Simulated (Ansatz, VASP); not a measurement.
Two plane-wave programs on Cs

```xyz
2
Lattice="5.3475 0.0000 0.0000 -2.6738 4.6311 0.0000 0.0000 0.0000 8.8723" Properties=species:S:1:pos:R:3 pbc="T T T"
Cs    0.0000    3.0874    2.2181
Cs    2.6738    1.5437    6.6542
```

Alike in both runs: task single point; functional PBE; k mesh 6 × 6 × 2; occupations gaussian, width 0.1 eV; no spin polarisation.

```csv
,VASP,Ansatz
version,VASP 6.6.1,Ansatz 0.2.0
potentials or method,"VASP PAW PBE potentials, release 64 (Cs_sv)","scalar-relativistic, plane waves, PAW"
plane-wave cutoff (eV),520,420
valence electrons in the cell,18,18
```

```csv
,VASP,Ansatz,Ansatz less VASP
gap on the k mesh at the Fermi level (eV),none,none,-
pressure (GPa),0.2,0.2,+0.01
largest component of the traceless stress (GPa),0.14,0.14,0.000
```

A gap of «none» marks a metal or a gap that the smearing closes. With one functional, cell and mesh, what is left measures potentials, basis and numerics.

The runs have no spin-orbit coupling, so splittings on Cs are missing.
